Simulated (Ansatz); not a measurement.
**ZnF₂: a workflow**

**The experiment.** The Crystallography Open Database holds a measured cell of tetragonal ZnF2 (space group P4_2/mnm) at 293 K (2001, doi:10.1107/S0108768100017353): a, c = 4.704, 3.134 Å, 11.56 Å³/atom.

Level of theory: DFT, PBE, scalar-relativistic, no spin polarisation; plane waves to 420 eV with PAW datasets (Ansatz 0.2.0), 6×6×10 k-mesh, Gaussian smearing of 0.05 eV. The datasets are Ansatz's generated set soft_2.

The chain of runs began from a measured cell (COD), expanded in volume.

The start, 1 % over the database's volume:

```cif
data_structure
_symmetry_space_group_name_H-M 'P 1'
_symmetry_Int_Tables_number 1
_cell_length_a 4.7194
_cell_length_b 4.7194
_cell_length_c 3.1440
_cell_angle_alpha 90.000
_cell_angle_beta 90.000
_cell_angle_gamma 90.000
_cell_volume 70.03
loop_
_atom_site_label
_atom_site_type_symbol
_atom_site_fract_x
_atom_site_fract_y
_atom_site_fract_z
_atom_site_occupancy
Zn1 Zn 0.00000 0.00000 0.00000 1
Zn2 Zn 0.50000 0.50000 0.50000 1
F1 F 0.30350 0.30350 0.00000 1
F2 F 0.19650 0.80350 0.50000 1
F3 F 0.69650 0.69650 0.00000 1
F4 F 0.80350 0.19650 0.50000 1
```

The runs in order:

```tsv
run	level	k-mesh	kind	V (Å³/atom)	P (GPa)	E − E(final) (meV/atom)	gap on the mesh (eV)
1	PBE	6×6×10	cell and atoms relaxed	12.19	0.0	0.0	3.52
```

The final structure (symmetry read at 0.01 Å). The structure is tetragonal, space group P4_2/mnm (No. 136). Conventional cell: a = 4.800 Å, b = 4.800 Å, c = 3.176 Å, α = 90.00°, β = 90.00°, γ = 90.00°. Zn (site symmetry mmm) is surrounded by 6 F at 2.07 Å. F (site symmetry m2m) is surrounded by 3 Zn at 2.07 Å. (Neighbours are counted to 15 % beyond the shortest distance.)

```json
{"atom": "Zn", "site": "2a", "symmetry": "m.mm", "x": "0.0000", "y": "0.0000", "z": "0.0000"}
{"atom": "F", "site": "4f", "symmetry": "m.2m", "x": "0.3044", "y": "0.3044", "z": "0.0000"}
```

At the final geometry the gap, band path included, is 3.52 eV. The equation of state gives B0 = 92 GPa and B0′ = 6.7. Against the elements' standard states, run alike and uncorrected, the formation energy is -2.29 eV/atom. The runs in the table took roughly 0.9 core-minutes.

**Why it comes out so.**

Formal charges Zn²⁺, F⁻ balance and leave closed shells on every ion, so a band insulator is expected, and the gap is 3.52 eV.

Within 0.6 eV of the edges the projected states are 63 % F 2p at the top of the valence band and 78 % Zn 4s at the bottom of the conduction band. The valence edge mixes anion p with metal states, so the bond is partly covalent and the gap isn't a plain transfer from F to Zn.

Bader charges against formal ones: Zn +1.48 (+2), F −0.74 (−1). The cations give up 74 % of the formal charge; Bader charges stay under formal ones because the anions' density reaches into the cations' basins.

**Against experiment.** PBE gives 4.800, 3.176 Å and 12.19 Å³/atom, +5.5 % in volume (+1.8 % in length) from the database's cell. PBE usually overestimates volumes, but by less than this. The static lattice also lacks zero-point motion and thermal expansion, roughly 1.1 to 2.7 % in volume at 293 K by Grüneisen's rule, γ·3k_BT/(B0·V0) with γ of 1 to 2.5, so its own overestimate is larger than the figure.

Semilocal functionals underestimate band gaps, commonly by a third or more.
